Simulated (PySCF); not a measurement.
Crystal: InP.

```
In P
1.0
     0.00000    2.93050    2.93050
     2.93050    0.00000    2.93050
     2.93050    2.93050    0.00000
In P
1 1
Direct
  0.00000 0.00000 0.00000
  0.75000 0.75000 0.75000
```

Base run:

| Property | Result |
| --- | --- |
| Program | PySCF 2.14.0 |
| Functional | PBEsol |
| Potentials or basis | DZVP-MOLOPT-SR/GTH-PBE (potentials made for PBE) |
| k mesh | 8 × 8 × 8 |
| Occupations | fermi-dirac, width 0.05 eV |
| Spin | no spin polarisation |

Its results: band gap on the k mesh 0.58 eV, direct.

**Question.** The run is repeated on the same cell with these changes: functional from PBEsol to PBE. What comes out?

**Answer.** Band gap on the k mesh 0.68 eV, direct.

Caveats: spin-orbit coupling is left out, which moves the levels of the heavy elements; the basis of atomic orbitals isn't converged, which shifts pressures, moduli and gaps.

A k mesh can miss the band edges.

Not every run made on this cell is shown here.
